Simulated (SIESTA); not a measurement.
# CdS (Greenockite) (P6_3mc) in SIESTA: a series of runs, part 2 of 3

SIESTA 5.4.2.

**3. Band structure, PBE, non-collinear spin, zero start, spin-orbit coupling**

CdS.fdf

```
SystemName                      Greenockite
SystemLabel                     CdS
NumberOfSpecies                 2
NumberOfAtoms                   4
%block ChemicalSpeciesLabel
  1  48 Cd
  2  16 S
%endblock ChemicalSpeciesLabel

LatticeConstant                 1.0 Ang
%block LatticeVectors
     4.1500000000     0.0000000000     0.0000000000
    -2.0750000000     3.5940054257     0.0000000000
     0.0000000000     0.0000000000     6.7370000000
%endblock LatticeVectors
AtomicCoordinatesFormat         Fractional
%block AtomicCoordinatesAndAtomicSpecies
     0.6666666667     0.3333333333     0.5000000000  1  Cd
     0.3333333333     0.6666666667     0.0000000000  1  Cd
     0.6666666667     0.3333333333     0.8750000000  2  S
     0.3333333333     0.6666666667     0.3750000000  2  S
%endblock AtomicCoordinatesAndAtomicSpecies

%block kgrid.MonkhorstPack
    5   0   0  0.0
    0   5   0  0.0
    0   0   3  0.0
%endblock kgrid.MonkhorstPack
XC.Functional                   GGA
XC.Authors                      PBE
PAO.BasisSize                   TZP
PAO.EnergyShift                 0.002 Ry
Mesh.Cutoff                     800 Ry
Spin                            spin-orbit
%block DM.InitSpin
    1   0.000     0.00     0.00
    2   0.000     0.00     0.00
    3   0.000     0.00     0.00
    4   0.000     0.00     0.00
%endblock DM.InitSpin
WriteOrbMom                     true
OccupationFunction              FD
ElectronicTemperature           0.05 eV
MaxSCFIterations                120
SCF.MustConverge                false
SCF.Mixer.Method                Pulay
SCF.Mixer.Weight                0.25
SCF.Mixer.History               8
SCF.DM.Tolerance                5.0e-05
SCF.H.Tolerance                 1.0e-03 eV
WriteForces                     true
Charge.Mulliken                 end
Charge.Hirshfeld                end
Charge.Voronoi                  end
SaveRho                         true
SaveElectrostaticPotential      true
BandLinesScale                  ReciprocalLatticeVectors
%block BandLines
    1    0.000000   0.000000   0.000000  \Gamma
   11    0.500000   0.000000   0.000000  M
    7    0.333333   0.333333   0.000000  K
   13    0.000000   0.000000   0.000000  \Gamma
    6    0.000000   0.000000   0.500000  A
   11    0.500000   0.000000   0.500000  L
    7    0.333333   0.333333   0.500000  H
   13    0.000000   0.000000   0.500000  A
    1    0.500000   0.000000   0.500000  L
    6    0.500000   0.000000   0.000000  M
    1    0.333333   0.333333   0.000000  K
    6    0.333333   0.333333   0.500000  H
%endblock BandLines
```

Potentials or basis: PseudoDojo 0.4 standard (PBE files, fully relativistic), TZP (energy shift 0.002 Ry).

Run with:

```
siesta CdS.fdf > CdS.out 2>&1
```

CdS.out:

```text
Version         : 5.4.2

[... 6 lines left out ...]
 NOTE: Please see the manual for full details and compatibility measures.

reinit: Reading from file CdS.fdf

reinit: -----------------------------------------------------------------------
reinit: System Name: Greenockite
reinit: -----------------------------------------------------------------------
reinit: System Label: CdS
reinit: -----------------------------------------------------------------------

NOTE on units for spin output:
{S} is the spin magnetic moment, in units of the Bohr magneton,
assuming a g-factor for the electron spin of exactly 2.
The spin magnetic moment is then numerically equal to the charge inbalance,
in units of electrons, between the spin-up and -down channels.

initatom: Reading input for the pseudopotentials and atomic orbitals ----------
Species number:   1 Atomic number:   48 Label: Cd
Species number:   2 Atomic number:   16 Label: S

Ground state valence configuration (from tables):   5s02  5p00  4d10  4f00
Ground state valence configuration (from tables):   3s02  3p04  3d00  4f00

---- Processing specs for species: Cd
Reading pseudopotential information in PSML from:
  Cd.psml
PSML file version: 1.1
Using libxc ids:  101 130
GGA--PBE XC_GGA_X_PBE--XC_GGA_C_PBE pb
Semicore shell(s) with  8 electrons included in the valence for Cd

---- Processing specs for species: S
Reading pseudopotential information in PSML from:
  S.psml
PSML file version: 1.1
Using libxc ids:  101 130
GGA--PBE XC_GGA_X_PBE--XC_GGA_C_PBE pb

---- Pseudopotential check for Cd

Pseudopotential generated from a fully relativistic atomic calculation
There are spin-orbit semi-local pseudopotentials available

Pseudized shells:
4s( 2.00) rc: 1.25
4p( 6.00) rc: 1.30
4d(10.00) rc: 1.35
Valence configuration for ps generation: 4s:4p:4d:5s: Total charge:  20.000000
Semicore shell(s): 4s 4p
Fallback to non-perturbative polarization scheme for Cd
Please see the manual if this is not desired in principle

---- Pseudopotential check for S

Pseudopotential generated from a fully relativistic atomic calculation
There are spin-orbit semi-local pseudopotentials available

Pseudized shells:
3s( 2.00) rc: 1.45
3p( 4.00) rc: 1.45
3d( 0.00) rc: 1.60
Valence configuration for ps generation: 3s:3p: Total charge:   6.000000
For Cd, standard SIESTA heuristics set lmxkb to 3
 (one more than the basis l, including polarization orbitals).
Use PS.lmax or PS.KBprojectors blocks to override.
For S, standard SIESTA heuristics set lmxkb to 3
 (one more than the basis l, including polarization orbitals).
Use PS.lmax or PS.KBprojectors blocks to override.
Cd pseudopotential only contains V_ls up to l=2 -- lmxkb reset.
S pseudopotential only contains V_ls up to l=2 -- lmxkb reset.

<basis_specs>
===============================================================================
Cd                   Z=  48    Mass=  112.41        Charge= 0.17977+309
Lmxo=2 Lmxkb= 2    BasisType=split      Semic=T
L=0  Nsemic=1  Cnfigmx=5
          i=1  nzeta=1  polorb=0  (4s)  (semicore shell)
            splnorm:   0.15000
               vcte:    40.000
               rinn:  -0.90000
               qcoe:    0.0000
               qyuk:    0.0000
               qwid:   0.10000E-01
                rcs:    0.0000
            lambdas:    1.0000
          i=2  nzeta=3  polorb=0  (5s)  (to be polarized non-perturbatively)
            splnorm:   0.15000
               vcte:    40.000
[... 767 lines left out ...]
siesta:    Tot    0.000000    0.000000    0.001049

siesta: Stress tensor (static) (eV/Ang**3):
siesta:    -0.013243    0.000004    0.000000
siesta:     0.000004   -0.013239    0.000000
siesta:     0.000000    0.000000   -0.016551

siesta: Cell volume =        100.483180 Ang**3

siesta: Pressure (static):
siesta:                Solid            Molecule  Units
siesta:           0.00015623          0.00014425  Ry/Bohr**3
siesta:           0.01434416          0.01324437  eV/Ang**3
siesta:          22.98188510         21.21981773  kBar

Basis Enthalpy Calculation:
    Basis Pressure for species 1(Cd) :      0.2000000 GPa
    Basis Pressure for species 2(S) :      0.2000000 GPa

    Orbital volume contribution        =           4.000985 eV
    (Free)E + p_basis*V_orbitals       =      -10138.025459 eV
    (Free)Eharris+ p_basis*V_orbitals  =      -10138.025468 eV

mulliken: Atomic and Orbital Populations:

Species: Cd

Atom      Orb        Charge      Spin       Svec
    1  1 4s         1.99442   0.00000     -0.000  -0.000  -0.000
    1  2 5s         0.75436   0.00000      0.000  -0.000   0.000
    1  3 5s        -0.05172   0.00000      0.000  -0.000  -0.000
    1  4 5s         0.02305   0.00000     -0.000   0.000  -0.000
    1  5 4py        1.99851   0.00000      0.000  -0.000   0.000
    1  6 4pz        1.99879   0.00000     -0.000  -0.000   0.000
    1  7 4px        1.99851   0.00000      0.000  -0.000  -0.000
    1  8 5py        0.36920   0.00000      0.000   0.000  -0.000
    1  9 5pz        0.37396   0.00000      0.000   0.000   0.000
    1 10 5px        0.36920   0.00000     -0.000  -0.000   0.000
    1 11 4dxy       1.86543   0.00000      0.000  -0.000  -0.000
    1 12 4dyz       1.86333   0.00000      0.000   0.000   0.000
    1 13 4dz2       1.87193   0.00000      0.000   0.000  -0.000
    1 14 4dxz       1.86333   0.00000      0.000   0.000  -0.000
    1 15 4dx2-y2    1.86544   0.00000     -0.000   0.000   0.000
    1 16 4dxy       0.01171   0.00000      0.000   0.000   0.000
    1 17 4dyz       0.01302   0.00000      0.000   0.000   0.000
[... 24 lines left out ...]
    2 15 4dx2-y2    1.86544   0.00000     -0.000   0.000  -0.000
    2 16 4dxy       0.01171   0.00000      0.000   0.000  -0.000
    2 17 4dyz       0.01302   0.00000     -0.000   0.000   0.000
    2 18 4dz2       0.00761   0.00000      0.000  -0.000  -0.000
    2 19 4dxz       0.01302   0.00000     -0.000   0.000   0.000
    2 20 4dx2-y2    0.01170   0.00000     -0.000   0.000  -0.000
    2 21 4dxy       0.11107   0.00000     -0.000  -0.000   0.000
    2 22 4dyz       0.11058   0.00000      0.000  -0.000  -0.000
    2 23 4dz2       0.11099   0.00000     -0.000   0.000   0.000
    2 24 4dxz       0.11058   0.00000      0.000  -0.000  -0.000
    2 25 4dx2-y2    0.11108   0.00000      0.000  -0.000   0.000
    2     Total    19.76909   0.00000     -0.000  -0.000  -0.000

Total              39.53818   0.00000     -0.000  -0.000  -0.000

Species: S

Atom      Orb        Charge      Spin       Svec
    3  1 3s         1.50972   0.00000      0.000   0.000   0.000
    3  2 3s        -0.07734   0.00000     -0.000   0.000   0.000
    3  3 3s         0.32328   0.00000      0.000  -0.000  -0.000
    3  4 3py        0.88616   0.00000     -0.000   0.000   0.000
    3  5 3pz        0.98183   0.00000     -0.000   0.000  -0.000
    3  6 3px        0.88617   0.00000     -0.000  -0.000   0.000
    3  7 3py       -0.15954   0.00000     -0.000  -0.000  -0.000
    3  8 3pz       -0.17701   0.00000      0.000   0.000  -0.000
    3  9 3px       -0.15954   0.00000     -0.000   0.000  -0.000
    3 10 3py        0.72584   0.00000      0.000  -0.000  -0.000
    3 11 3pz        0.66136   0.00000     -0.000  -0.000   0.000
    3 12 3px        0.72584   0.00000      0.000   0.000  -0.000
    3 13 3Pdxy      0.02083   0.00000      0.000  -0.000   0.000
    3 14 3Pdyz      0.01943   0.00000     -0.000  -0.000   0.000
    3 15 3Pdz2      0.02364   0.00000     -0.000   0.000   0.000
    3 16 3Pdxz      0.01943   0.00000      0.000  -0.000   0.000
    3 17 3Pdx2-y2   0.02083   0.00000      0.000   0.000   0.000
    3     Total     6.23091   0.00000      0.000  -0.000   0.000

    4  1 3s         1.50972   0.00000     -0.000  -0.000   0.000
    4  2 3s        -0.07734   0.00000     -0.000   0.000   0.000
    4  3 3s         0.32328   0.00000      0.000  -0.000  -0.000
    4  4 3py        0.88616   0.00000      0.000   0.000  -0.000
    4  5 3pz        0.98183   0.00000     -0.000  -0.000  -0.000
    4  6 3px        0.88617   0.00000     -0.000   0.000  -0.000
    4  7 3py       -0.15954   0.00000      0.000  -0.000  -0.000
    4  8 3pz       -0.17701   0.00000     -0.000  -0.000  -0.000
    4  9 3px       -0.15954   0.00000      0.000   0.000   0.000
    4 10 3py        0.72584   0.00000     -0.000  -0.000   0.000
    4 11 3pz        0.66136   0.00000      0.000   0.000   0.000
    4 12 3px        0.72584   0.00000      0.000  -0.000  -0.000
    4 13 3Pdxy      0.02083   0.00000      0.000   0.000  -0.000
    4 14 3Pdyz      0.01943   0.00000      0.000   0.000  -0.000
    4 15 3Pdz2      0.02364   0.00000      0.000   0.000   0.000
    4 16 3Pdxz      0.01943   0.00000      0.000  -0.000  -0.000
    4 17 3Pdx2-y2   0.02083   0.00000     -0.000  -0.000   0.000
    4     Total     6.23091   0.00000      0.000  -0.000  -0.000

Total              52.00000   0.00000      0.000  -0.000   0.000

Mulliken Atomic Populations:
Atom #   charge [q] valence [e]           S      Sx [e]      Sy [e]      Sz [e]  Species
     1     0.230908   19.769092    0.000000   -0.000000   -0.000000    0.000000  Cd
     2     0.230908   19.769092    0.000000   -0.000000   -0.000000   -0.000000  Cd
     3    -0.230908    6.230908    0.000000    0.000000   -0.000000    0.000000  S
     4    -0.230908    6.230908    0.000000    0.000000   -0.000000   -0.000000  S
 Total     0.000000                0.000000    0.000000   -0.000000   -0.000000

Hirshfeld Atomic Populations:
Atom #   charge [q] valence [e]           S      Sx [e]      Sy [e]      Sz [e]  Species
     1     0.340908   19.659092    0.000000   -0.000000   -0.000000    0.000000  Cd
     2     0.340908   19.659092    0.000000   -0.000000   -0.000000   -0.000000  Cd
     3    -0.340908    6.340908    0.000000    0.000000    0.000000   -0.000000  S
     4    -0.340908    6.340908    0.000000    0.000000   -0.000000   -0.000000  S
 Total     0.000001                0.000000    0.000000   -0.000000   -0.000000

Voronoi Atomic Populations:
Atom #   charge [q] valence [e]           S      Sx [e]      Sy [e]      Sz [e]  Species
     1     0.433120   19.566880    0.000000   -0.000000   -0.000000    0.000000  Cd
     2     0.433120   19.566880    0.000000   -0.000000   -0.000000   -0.000000  Cd
     3    -0.433120    6.433120    0.000000    0.000000    0.000000    0.000000  S
     4    -0.433120    6.433120    0.000000    0.000000   -0.000000   -0.000000  S
 Total     0.000001                0.000000    0.000000   -0.000000   -0.000000

Job completed
```

It took 2.5 min on 1 thread of Arm Neoverse V1, shared host; peak memory 0.52 GiB.

What came out:

| Item | Value |
| --- | --- |
| Free energy | -10142.0264 eV |
| Pressure | 2.3 GPa |
| Largest force | 0.066 eV/Å |
| Band gap on the k mesh | 1.38 eV, direct |
| Band gap along the path | 1.38 eV, direct |
| Net moment | 0.00 μB per cell |
| Hirshfeld charges | Cd +0.34; S -0.34 e |
| Voronoi charges | Cd +0.43; S -0.43 e |

Forces in eV/Å, atoms in the order of the input:
```
Cd   0.000  0.000 -0.065
Cd   0.000  0.000 -0.065
S    0.000  0.000  0.066
S    0.000  0.000  0.066
```

Stress tensor (GPa, compression positive):
```
2.12 0.00 0.00
0.00 2.12 0.00
0.00 0.00 2.65
```

Levels at the corners of the path, in eV from the valence-band top:
```csv
point,band 48,band 49,band 50,band 51,band 52,band 53,band 54,band 55,band 56,band 57
Γ,-0.07,-0.02,-0.02,0.00,0.00,1.38,1.38,2.91,2.91,6.27
M,-1.87,-1.31,-1.31,-0.74,-0.74,3.90,3.90,4.02,4.02,5.19
K,-1.85,-1.85,-1.82,-1.59,-1.59,4.73,4.73,5.19,5.23,5.25
Γ,-0.07,-0.02,-0.02,0.00,0.00,1.38,1.38,2.91,2.91,6.27
A,-0.43,-0.39,-0.39,-0.39,-0.39,3.00,3.00,3.00,3.00,6.32
L,-1.35,-1.32,-1.32,-1.32,-1.32,3.62,3.62,3.62,3.62,5.53
H,-2.37,-1.13,-1.13,-1.12,-1.12,4.51,4.51,4.56,4.56,6.25
A,-0.43,-0.39,-0.39,-0.39,-0.39,3.00,3.00,3.00,3.00,6.32
L,-1.35,-1.32,-1.32,-1.32,-1.32,3.62,3.62,3.62,3.62,5.53
M,-1.87,-1.31,-1.31,-0.74,-0.74,3.90,3.90,4.02,4.02,5.19
K,-1.85,-1.85,-1.82,-1.59,-1.59,4.73,4.73,5.19,5.23,5.25
H,-2.37,-1.13,-1.13,-1.12,-1.12,4.51,4.51,4.56,4.56,6.25
```

Moments on the atoms (μB; x, y, z):
```
Cd  0.00 0.00 0.00
Cd  0.00 0.00 0.00
S   0.00 0.00 0.00
S   0.00 0.00 0.00
```

Caveat: semicore shells carry a single zeta, which can move pressures by several GPa and volumes by a few percent; the basis of atomic orbitals isn't converged, which shifts pressures, moduli and gaps.

(Continued in part 3 of 3.)
